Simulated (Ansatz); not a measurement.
# MoS2 (P6_3/mmc) in Ansatz: settings compared

The runs below take MoS2 through relaxation of cell and atoms, with PBEsol+D3(BJ), PBEsol+D4, PBE+D3(BJ), PBE+D4.

All numbers are computed with Ansatz 0.2.0; they aren't measurements. Logs are shortened: lines on timing, memory, paths and dates and some standing lists are left out, and cuts for length are marked.

### 1 Starting point

Symmetry: P6_3/mmc, No. 194, hexagonal system. Conventional cell: a = 3.169 Å, b = 3.169 Å, c = 12.324 Å, α = 90.00°, β = 90.00°, γ = 120.00°. Around Mo (site symmetry -6m2) lie 6 S at 2.41 Å. S (site symmetry 3m) is surrounded by 3 Mo at 2.41 Å.

### 2 Relaxation of cell and atoms, PBEsol+D3(BJ)

Contents of input.yaml:

```yaml
crystal:
  lattice:
    - [3.169, 0.0, 0.0]
    - [-1.5845, 2.7444345046, 0.0]
    - [0.0, 0.0, 12.324]
  atoms:
    - { symbol: Mo, position: [0.6666666667, 0.3333333333, 0.75] }
    - { symbol: Mo, position: [0.3333333333, 0.6666666667, 0.25] }
    - { symbol: S, position: [0.6666666667, 0.3333333333, 0.377] }
    - { symbol: S, position: [0.3333333333, 0.6666666667, 0.877] }
    - { symbol: S, position: [0.6666666667, 0.3333333333, 0.123] }
    - { symbol: S, position: [0.3333333333, 0.6666666667, 0.623] }
hamiltonian:
  xc: pbesol
  pseudopotentials: { kind: paw }
  dispersion: d3bj
kpoints:
  mp_grid: { grid: [10, 10, 3] }
scf:
  occupations: { method: fermi_dirac, width: 0.05 }
output:
  forces: true
  stress: true
relax:
  f_tol: 0.01
  max_steps: 40
  cell: { stress_tol: 0.05 }
```

Potentials or basis: Ansatz PAW.

Launch:

```console
ansatz run input.yaml --threads 2 --pin off --max-ram 5632MiB --backend cpu --events-out ev --progress --plain --runs-dir out
```

Standard output:

```text
Warning: RAYON_NUM_THREADS=2 ignored (pool sized by the plan → 2); use --threads N
Engine: ansatz 0.2.0, x86_64-unknown-linux-gnu
Pseudopotentials: kind: paw
Pseudopotential: Mo, paw, valence charge 14, recommended cutoff 420 eV (normal), Mo.paw.azcp
Pseudopotential: S, paw, valence charge 6, recommended cutoff 420 eV (normal), S.paw.azcp
Functional definition: PBEsol
  exchange = pbesol_x
  correlation = pbesol_c
Crystal: 6 atoms, lattice volume = 107.183 Å³
Basis set: ecut = 420 eV, 2081 PW (Γ), exchange–correlation on 48×48×180 points (8 copies of the dense FFT grid, shifted against one another)
Bands: 32, of which v1, the nominal top of the filled ones, is band 26 counted from 1 (25 counted from 0)
Symmetry: 24 space group operations
Space group: P63/mmc (ITA 194), of the structure as read, at distance tolerance 4.8e-5 Å
k-points: 28 of 300
Non-local potential: Mo, projectors of the file, l = 0: 3, l = 1: 2, l = 2: 2, l = 3: 1
Non-local potential: S, projectors of the file, l = 0: 2, l = 1: 2, l = 2: 2
PAW form: soft (Blöchl's): semilocal exchange-correlation on the pseudo side does not see the compensation charge
PAW frozen core: Mo, regenerated for the run's functional, and the local potential with it (the file was generated under x = pbe(κ = 0.804, μ = 0.2195149727645171), c = pbe(β = 0.06672455060314922))
PAW frozen core: S, regenerated for the run's functional, and the local potential with it (the file was generated under x = pbe(κ = 0.804, μ = 0.2195149727645171), c = pbe(β = 0.06672455060314922))
PAW one-centre angular grid: Mo, 590 points (default); XC on 64 Gauss nodes
PAW one-centre angular grid: S, 110 points (default); XC on 64 Gauss nodes
Initial density: superposition of atomic densities (neutral atoms: chi_scale 0, normalization atom), corrected by the library's trained network
Initial wavefunctions: pseudopotential atomic-orbital guess
Functional: x = pbesol(κ = 0.804, μ = 0.12345679012345678), c = pbesol(β = 0.046)
SCF iter   1: F=—  HF=-13342.504840 eV  |F-HF|=—  |Δ(HF+E_count)|=         —  Δρ=6.62e-3  dr2=3.24e-2  ethr=1.77e-3  ⟨swp⟩=6.5  Hψ=3857  notcnv=0
preconditioner: auto → Resta (q_TF=auto, 2.418 Å⁻¹)  ε∞=8.8  [insulator: Δε(μ)=0.876 eV  Ē_g=7.728 eV  σ=0.050 eV  W_gap=1.00  n_scr=26 (ndim 8)  ℏωp=21.5 eV  f_vac=0.016  D(μ)=0.00/eV (n_scr^D=0)  ε∞_Penn≈8.8]
SCF iter   2: F=—  HF=-13342.507114 eV  |F-HF|=—  |Δ(HF+E_count)|=   2.27e-3  Δρ=3.59e-3  dr2=6.76e-3  ethr=6.23e-5  ⟨swp⟩=2.2  Hψ=1642  notcnv=0
SCF iter   3: F=—  HF=-13342.508599 eV  |F-HF|=—  |Δ(HF+E_count)|=   1.49e-3  Δρ=1.65e-3  dr2=1.71e-3  ethr=1.30e-5  ⟨swp⟩=2.4  Hψ=1315  notcnv=0
SCF iter   4: F=—  HF=-13342.509011 eV  |F-HF|=—  |Δ(HF+E_count)|=   4.13e-4  Δρ=1.84e-4  dr2=9.01e-5  ethr=3.29e-6  ⟨swp⟩=2.0  Hψ=1316  notcnv=0
SCF iter   5: F=—  HF=-13342.509062 eV  |F-HF|=—  |Δ(HF+E_count)|=   5.02e-5  Δρ=4.92e-5  dr2=4.74e-6  ethr=1.73e-7  ⟨swp⟩=2.0  Hψ=1244  notcnv=0
SCF iter   6: F=—  HF=-13342.509064 eV  |F-HF|=—  |Δ(HF+E_count)|=   2.84e-6  Δρ=1.22e-5  dr2=3.83e-7  ethr=9.11e-9  ⟨swp⟩=2.0  Hψ=1264  notcnv=0
SCF iter   7: F=-13342.509065 eV  HF=-13342.509065 eV  |F-HF|=1.34e-8  |Δ(HF+E_count)|=   2.90e-7  Δρ=3.42e-6  dr2=1.48e-8  ethr=1.92e-10  ⟨swp⟩=4.7  Hψ=3080  notcnv=0
SCF 1 converged in 7 iterations: F = -13342.509065 eV  dr2 = 1.48e-8
relax step   1: F+E_penalty+E_count = -13342.50906478 eV  Δ(F+E_penalty+E_count) = +0.000e0 eV  max|allowed force component| = 2.969e-1 eV/Å  Δτ_max = 0.0000 Å  P = -6.371 GPa  Ω = 107.183 Å³  (7 SCF iters, dr2 threshold 1.00e-7 eV, accepted)
[... 20 lines left out ...]
relax step   6: F+E_penalty+E_count = -13342.65933601 eV  Δ(F+E_penalty+E_count) = -5.239e-6 eV  max|allowed force component| = 1.492e-4 eV/Å  Δτ_max = 0.0002 Å  P = -0.001 GPa  Ω = 98.004 Å³  energy of the carried Pulay correction = +7.545e-4 eV  (6 SCF iters, dr2 threshold 6.28e-9 eV, accepted)
[... 12 lines left out ...]
relax step   7: F+E_penalty+E_count = -13342.65856144 eV  Δ(F+E_penalty+E_count) = +7.746e-4 eV  max|allowed force component| = 2.992e-5 eV/Å  Δτ_max = 0.0000 Å  P = +0.001 GPa  Ω = 98.004 Å³  stress off target by 1.28e-3 GPa  SCF on the basis re-selected at this cell (its energy is not comparable with the rows above)  (6 SCF iters)
basis re-selected at this cell: Δ(F+E_penalty+E_count) = +7.746e-4 eV, ΔP = +0.002 GPa vs the last step (what re-selecting the basis moved, of the pressure what is left beyond the Pulay correction that the steps carried, after the strain that the cell walked since its last selection, with what the two solves' SCF thresholds leave and, on support functions, any second-order correction that the steps lacked; it is no measure of the basis error at this ecutwfc). The dense FFT grid was sized anew with the basis: this SCF ran on 24×24×80 points, the steps before it on 24×24×90, so part of this shift can come from that change (see relax.cell in the input reference). This SCF's stress stands 1.28e-3 GPa from its target on what of the cell is left free (relax.cell.stress_tol is 5.00e-2 GPa) and its largest allowed force component is 2.99e-5 eV/Å (relax.f_tol is 1.00e-2 eV/Å): within both
SCF converged after 6 iterations
Free energy (F): -13342.658561 eV
Harris-Foulkes:  -13342.658561 eV  (|F-HF|=1.82e-12)
Internal energy: -13342.658515 eV  (E = F + TS)
E sigma→0 (E₀):  -13342.658538 eV
Entropy (-TS):   -0.000046 eV (-0.008 meV/atom)
Fermi energy:    12.742246 eV
--- Per-component energies (eV) ---
  E_band       = -242.068456
  E_kinetic    = 1317.937130
  E_local      = -3508.316064  (includes V_loc(G=0)·N_el)
  E_nonlocal   = 403.286247
  E_hartree    = 1333.571103
  E_xc         = -753.717888
  E_vxc        = -812.318929  (∫ρ·V_xc dr)
  E_paw        = -8624.083142  (= ΣΔE_a)
  E_vpaw       = -309.799120  (= ΣTr[D̂ρ^β])
  E_aug_tail   = 0.000064  (compensation charges beyond the density's cutoff)
  E_ewald      = -3509.586769
  E_disp       = -2.415594  (pairwise vdW)
  E_core_change = 0.666396  (= ΣΔE_core)
  E_smearing   = -0.000046  (= −TS)
  E_closure    = -0.000000  (closes the sum)
  Σ components = -13342.658561   (vs F -13342.658561, Δ=0.00e0)
--- Forces (eV/Å), atoms counted from 1 ---
  atom   1  Mo    -0.00000000     0.00000000     0.00000000
  atom   2  Mo     0.00000000    -0.00000000    -0.00000000
  atom   3  S      0.00000000    -0.00000000    -0.00002992
  atom   4  S     -0.00000000     0.00000000    -0.00002992
  atom   5  S     -0.00000000    -0.00000000     0.00002992
  atom   6  S     -0.00000000     0.00000000     0.00002992
  max |Σ_I F_I| component: 2.08e-17 eV/Å
--- Stress (GPa, compression-positive) ---
        0.001280       0.000000       0.000000
        0.000000       0.001280       0.000000
        0.000000       0.000000      -0.000489
  P = ⅓ Tr σ = 0.0007 GPa (0.007 kbar)
--- Relaxed structure (6 steps of the walk, 6 accepted, 1 SCFs on fresh bases) ---
  F+E_penalty+E_count = -13342.65856144 eV   max|allowed force component| = 2.992e-5 eV/Å   (the final SCF, on the basis selected at the relaxed cell)
  cell:  # Å, volume = 98.0042 Å³
    - [3.1089580959373904, -1.3705109670512994e-33, -6.852554835256497e-34]
    - [-1.5544790479686952, 2.6924366903830785, 7.877142343746761e-34]
    - [-2.664906462278057e-33, 1.998679846708543e-33, 11.70804794212577]
  atoms:
    - { symbol: Mo, position: [0.6666666666666666, 0.33333333333333337, 0.75] }
    - { symbol: Mo, position: [0.33333333333333337, 0.6666666666666667, 0.24999999999999997] }
    - { symbol: S, position: [0.6666666666666666, 0.33333333333333337, 0.3835191926267619] }
    - { symbol: S, position: [0.33333333333333337, 0.6666666666666667, 0.8835191926267617] }
    - { symbol: S, position: [0.6666666666666666, 0.33333333333333337, 0.11648080737323811] }
    - { symbol: S, position: [0.33333333333333337, 0.6666666666666667, 0.6164808073732381] }
```

It took 43 s on 2 threads of Intel Xeon at 2.50GHz (Skylake/Cascade Lake), shared host; peak memory 0.44 GiB.

Results:

| Quantity | Value |
| --- | --- |
| Free energy | -13342.6586 eV |
| Relaxed volume | 16.33 Å³/atom |
| Relaxed cell | a = 3.109 Å, b = 3.109 Å, c = 11.708 Å, α = 90.00°, β = 90.00°, γ = 120.00° |
| Space group after relaxing (to 0.05 Å) | P6_3/mmc (No. 194) |
| Energy gained by relaxing | 24.9 meV/atom |
| Ionic steps | 7 |
| Pressure after relaxing | 0.0 GPa |
| Band gap on the k mesh | 0.57 eV |

The path:
| step | energy change (eV) | largest force (eV/Å) | volume (Å³) |
| --- | --- | --- | --- |
| 1 | 0.0000 | 0.2969 | 107.18 |
| 2 | -0.0587 | 0.2418 | 94.15 |
| 3 | -0.1466 | 0.0474 | 99.12 |
| 4 | -0.1499 | 0.0335 | 97.85 |
| 5 | -0.1503 | 0.0029 | 98.03 |
| 6 | -0.1503 | 0.0001 | 98.00 |
| 7 | -0.1495 | 0.0000 | 98.00 |

Final structure:
```
Mo S
1.0
     3.10896    0.00000    0.00000
    -1.55448    2.69244    0.00000
     0.00000    0.00000   11.70805
Mo S
2 4
Direct
  0.66667 0.33333 0.75000
  0.33333 0.66667 0.25000
  0.66667 0.33333 0.38352
  0.33333 0.66667 0.88352
  0.66667 0.33333 0.11648
  0.33333 0.66667 0.61648
```

Caveat: odd divisions of the mesh miss points on the zone boundary, where band edges often lie, so the gap on the mesh can be too wide; the plane-wave basis is chosen anew once the cell has moved, so the energies of steps on either side of that aren't comparable; the PAW data sets come from PBE, with cores solved anew for the run's functional, which leaves a small shift of forces and pressure. A k mesh can miss the band edges.

### 3 Relaxation of cell and atoms, PBEsol+D4

Edit input.yaml of step 2 so:

```diff
@@ -15,3 +15,3 @@
   pseudopotentials: { kind: paw }
-  dispersion: d3bj
+  dispersion: d4
 kpoints:
```

Potentials or basis: Ansatz PAW.

Launch:

```console
ansatz run input.yaml --threads 2 --pin off --max-ram 5632MiB --backend cpu --events-out ev --progress --plain --runs-dir out
```

Wall time 50 s (2 threads of Intel Xeon at 2.50GHz (Skylake/Cascade Lake), shared host); peak memory 0.45 GiB.

The run converged. Its results:

* Free energy: -13341.8527 eV
* Relaxed volume: 16.78 Å³/atom
* Relaxed cell: a = 3.123 Å, b = 3.123 Å, c = 11.926 Å, α = 90.00°, β = 90.00°, γ = 120.00°
* Space group after relaxing (to 0.05 Å): P6_3/mmc (No. 194)
* Energy gained by relaxing: 12.6 meV/atom
* Ionic steps: 6
* Pressure after relaxing: 0.0 GPa
* Band gap on the k mesh: 0.70 eV

Step by step:
```csv
step,energy change (eV),largest force (eV/Å),volume (Å³)
1,0.0000,0.3082,107.18
2,-0.0719,0.1440,101.89
3,-0.0759,0.0357,100.22
4,-0.0763,0.0224,100.77
5,-0.0764,0.0005,100.71
6,-0.0759,0.0004,100.71
```

Final structure:
```
Mo S
1.0
     3.12255    0.00000    0.00000
    -1.56127    2.70421    0.00000
     0.00000    0.00000   11.92623
Mo S
2 4
Cartesian
  1.5613 0.9014 8.9447
  0.0000 1.8028 2.9816
  1.5613 0.9014 4.5429
  0.0000 1.8028 10.5060
  1.5613 0.9014 1.4203
  0.0000 1.8028 7.3834
```

Caveat: odd divisions of the mesh miss points on the zone boundary, where band edges often lie, so the gap on the mesh can be too wide; the plane-wave basis is chosen anew once the cell has moved, so the energies of steps on either side of that aren't comparable; the PAW data sets come from PBE, with cores solved anew for the run's functional, which leaves a small shift of forces and pressure. As with any semilocal functional, this PBEsol gap is likely too small.

### 4 Relaxation of cell and atoms, PBE+D3(BJ)

Edit input.yaml of step 3 so:

```diff
@@ -13,5 +13,5 @@
 hamiltonian:
-  xc: pbesol
+  xc: pbe
   pseudopotentials: { kind: paw }
-  dispersion: d4
+  dispersion: d3bj
 kpoints:
@@ -23,2 +23,6 @@
   stress: true
+  write_density: true
+  write_potential: true
+  elf: true
+  volumetric_format: npy
 relax:
```

Launch:

```console
ansatz run input.yaml --threads 2 --pin off --max-ram 5632MiB --backend cpu --events-out ev --progress --plain --runs-dir out
```

It took 42 s on 2 threads of Intel Xeon at 2.50GHz (Skylake/Cascade Lake), shared host; peak memory 0.45 GiB.

Results (log left out):

```
Free energy                            : -13528.0981 eV
Relaxed volume                         : 17.31 Å³/atom
Relaxed cell                           : a = 3.149 Å, b = 3.149 Å, c = 12.090 Å, α = 90.00°, β = 90.00°, γ = 120.00°
Space group after relaxing (to 0.05 Å) : P6_3/mmc (No. 194)
Energy gained by relaxing              : 2.6 meV/atom
Ionic steps                            : 5
Pressure after relaxing                : 0.0 GPa
Band gap on the k mesh                 : 0.82 eV, indirect (least direct gap 1.90 eV)
```

Forces on the atoms (eV/Å):
```
Mo   0.000  0.000  0.000
Mo   0.000  0.000  0.000
S    0.000  0.000  0.002
S    0.000  0.000  0.002
S    0.000  0.000 -0.002
S    0.000  0.000 -0.002
```

Step by step:
```csv
step,energy change (eV),largest force (eV/Å),volume (Å³)
1,0.0000,0.0621,107.18
2,-0.0151,0.0542,104.42
3,-0.0160,0.0211,103.75
4,-0.0160,0.0024,103.84
5,-0.0156,0.0025,103.84
```

Final structure:
```
Mo S
1.0
     3.14918    0.00000    0.00000
    -1.57459    2.72727    0.00000
     0.00000    0.00000   12.08984
Mo S
2 4
Direct
  0.66667 0.33333 0.75000
  0.33333 0.66667 0.25000
  0.66667 0.33333 0.37951
  0.33333 0.66667 0.87951
  0.66667 0.33333 0.12049
  0.33333 0.66667 0.62049
```

Levels at points of the mesh, in eV from the valence-band top:
```
            k point  band 23  band 24  band 25  band 26  band 27  band 28  band 29  band 30
 (0.00, 0.00, 0.00)    -2.16    -1.29    -1.11     0.00     2.08     2.08     2.12     2.12
(0.00, -0.50, 0.00)    -1.79    -1.53    -1.50    -1.34     1.60     1.66     1.98     2.29
```

Caveat: odd divisions of the mesh miss points on the zone boundary, where band edges often lie, so the gap on the mesh can be too wide; the plane-wave basis is chosen anew once the cell has moved, so the energies of steps on either side of that aren't comparable.

### 5 Relaxation of cell and atoms, PBE+D4

Edit input.yaml of step 4 so:

```diff
@@ -15,3 +15,3 @@
   pseudopotentials: { kind: paw }
-  dispersion: d3bj
+  dispersion: d4
 kpoints:
```

Launch:

```console
ansatz run input.yaml --threads 2 --pin off --max-ram 5632MiB --backend cpu --events-out ev --progress --plain --runs-dir out
```

Wall time 41 s (2 threads of Intel Xeon at 2.50GHz (Skylake/Cascade Lake), shared host); peak memory 0.46 GiB.

It converged, with:

```yaml
Free_energy: -13528.0977 eV
Relaxed_volume: 17.46 Å³/atom
Relaxed_cell: a = 3.154 Å, b = 3.154 Å, c = 12.163 Å, α = 90.00°, β = 90.00°, γ = 120.00°
Space_group_after_relaxing_to_0.05_Å: P6_3/mmc (No. 194)
Energy_gained_by_relaxing: 1.4 meV/atom
Ionic_steps: 5
Pressure_after_relaxing: 0.0 GPa
Band_gap_on_the_k_mesh: 0.86 eV, indirect (least direct gap 1.90 eV)
```

Step by step:
| step | energy change (eV) | largest force (eV/Å) | volume (Å³) |
| --- | --- | --- | --- |
| 1 | 0.0000 | 0.0768 | 107.18 |
| 2 | -0.0084 | 0.0398 | 105.20 |
| 3 | -0.0089 | 0.0139 | 104.72 |
| 4 | -0.0089 | 0.0003 | 104.77 |
| 5 | -0.0086 | 0.0004 | 104.77 |

Final structure:
```
Mo S
1.0
     3.15376    0.00000    0.00000
    -1.57688    2.73124    0.00000
     0.00000    0.00000   12.16309
Mo S
2 4
Cartesian
  1.5769 0.9104 9.1223
  0.0000 1.8208 3.0408
  1.5769 0.9104 4.6053
  0.0000 1.8208 10.6868
  1.5769 0.9104 1.4763
  0.0000 1.8208 7.5578
```

Levels at points of the mesh, in eV from the valence-band top:
```
            k point  band 23  band 24  band 25  band 26  band 27  band 28  band 29  band 30
 (0.00, 0.00, 0.00)    -2.16    -1.24    -1.14     0.00     2.09     2.09     2.12     2.12
(0.00, -0.50, 0.00)    -1.77    -1.54    -1.47    -1.32     1.60     1.66     1.99     2.29
```

Caveat: odd divisions of the mesh miss points on the zone boundary, where band edges often lie, so the gap on the mesh can be too wide; the plane-wave basis is chosen anew once the cell has moved, so the energies of steps on either side of that aren't comparable.

### 6 Summary

```tsv
level	gap on the mesh (eV)	pressure (GPa)	relaxed volume (Å³/atom)
PBEsol+D3(BJ)	0.57	0.0	16.33
PBEsol+D4	0.70	0.0	16.78
PBE+D3(BJ)	0.82	0.0	17.31
PBE+D4	0.86	0.0	17.46
```

Alike in all rows: task relaxation of cell and atoms; potentials or basis Ansatz PAW; no spin polarisation; cell relaxed; k mesh 10 × 10 × 3; cutoff (eV) 420; smearing fermi-dirac 0.05 eV.

Caveats: odd divisions of the mesh miss points on the zone boundary, where band edges often lie, so the gap on the mesh can be too wide; the plane-wave basis is chosen anew once the cell has moved, so the energies of steps on either side of that aren't comparable; the PAW data sets come from PBE, with cores solved anew for the run's functional, which leaves a small shift of forces and pressure (some runs).

Total energies depend on the potentials used, so only differences within one code and one set of settings carry meaning.
